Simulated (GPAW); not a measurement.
C:

```
CELL_PARAMETERS angstrom
2.52210 0.00000 0.00000
-1.26105 2.18420 0.00000
0.00000 0.00000 8.23710
ATOMIC_POSITIONS crystal
C 0.66667 0.33333 0.84375
C 0.33333 0.66667 0.34375
C 0.66667 0.33333 0.65625
C 0.33333 0.66667 0.15625
C 0.00000 0.00000 0.90625
C 0.00000 0.00000 0.40625
C 0.00000 0.00000 0.59375
C 0.00000 0.00000 0.09375
```

This is a hexagonal form of diamond, not graphite.

| Quantity | Value |
| --- | --- |
| Program | GPAW 26.7.0 |
| Task | relaxation of cell and atoms |
| Functional | revPBE |
| Dispersion | D4 |
| Potentials or basis | the program's PAW data sets (release 1.2.1) made for this functional |
| Cutoff | 800 eV |
| Basis | pw |
| k mesh | 7 × 7 × 2 |
| Occupations | fermi-dirac, width 0.05 eV |
| Spin | no spin polarisation |

At the start: pressure -6.3 GPa; volume 5.67 Å³/atom.

Question: Where does the relaxation end?

Answer: Over 7 steps the energy falls by 3.6 meV/atom and the volume is 5.59 Å³/atom (-1.5 %); space group P6_3/mmc (No. 194, to 0.05 Å).

The path:
```
step  energy change (eV)  largest force (eV/Å)  pressure (GPa)  volume (Å³)
   1              0.0000                0.3291           -6.35        45.38
   2             -0.0112                0.0861           -5.87        45.32
   3             -0.0165                0.0823           -4.92        45.22
   4             -0.0213                0.1627           -3.53        45.08
   5             -0.0270                0.1697           -1.03        44.82
   6             -0.0287                0.0753            0.14        44.70
   7             -0.0290                0.0095            0.20        44.70
```

Final structure:
```
C
1.0
     2.50139    0.00000    0.00000
    -1.25070    2.16627    0.00000
     0.00000    0.00000    8.24845
C
8
Direct
  0.66667 0.33333 0.84445
  0.33333 0.66667 0.34445
  0.66667 0.33333 0.65555
  0.33333 0.66667 0.15555
  0.00000 0.00000 0.90705
  0.00000 0.00000 0.40705
  0.00000 0.00000 0.59295
  0.00000 0.00000 0.09295
```

Caveat: the k mesh is coarse; later steps reuse the first step's grids.
